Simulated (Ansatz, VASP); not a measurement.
**One calculation of P, two programs**

Contents of INCAR:

```
SYSTEM = P
PREC = Accurate
ENCUT = 520
EDIFF = 1E-6
ISMEAR = 0
SIGMA = 0.15
LREAL = .False.
LASPH = .True.
NELM = 60
ALGO = Normal
ISIF = 2
LWAVE = .False.
LCHARG = .False.
GGA = PS
IVDW = 12
NBANDS = 8
```

KPOINTS

```
regular mesh
0
Gamma
  28 28 28
  0 0 0
```

The input POSCAR:

```
P
1.0
    2.4232312111      0.0000000000      0.0000000000
    0.0000000000      2.4232312111      0.0000000000
    0.0000000000      0.0000000000      2.3264650538
P
1
Direct
    0.0000000000      0.0000000000      0.0000000000
```

Input for Ansatz:

```yaml
crystal:
  lattice:
    - [2.4232312111, 0.0, 0.0]
    - [0.0, 2.4232312111, 0.0]
    - [0.0, 0.0, 2.3264650538]
  atoms:
    - { symbol: P, position: [0.0, 0.0, 0.0] }
basis:
  ecutwfc: 420
kpoints:
  mp_grid: { grid: [28, 28, 28] }
hamiltonian:
  xc: pbesol
  dispersion: d3bj
scf:
  occupations: { method: gaussian, width: 0.15 }
output:
  forces: true
  stress: true
  eigenvalues: true
```

Alike in both runs: task single point; functional PBEsol; dispersion D3(BJ); k mesh 28 × 28 × 28; occupations gaussian, width 0.15 eV; no spin polarisation.

```csv
,VASP,Ansatz
version,VASP 6.6.1,Ansatz 0.2.0
potentials or method,"VASP PAW PBE potentials, release 64 (P)","scalar-relativistic, plane waves, PAW"
plane-wave cutoff (eV),520,420
valence electrons in the cell,5,5
```

Ansatz gave:

```
gap on the k mesh at the Fermi level (eV)       : none
pressure (GPa)                                  : 0.7
largest component of the traceless stress (GPa) : 9.17
```

Estimate VASP's values.

gap on the k mesh at the Fermi level (eV): none; pressure (GPa): 0.8; largest component of the traceless stress (GPa): 9.17.

A gap of «none» marks a metal or a gap that the smearing closes.

Caveats: the PAW data sets were made with another functional, which shifts forces and pressure a little (VASP); pairwise dispersion overbinds metals, which lowers pressure and volume.
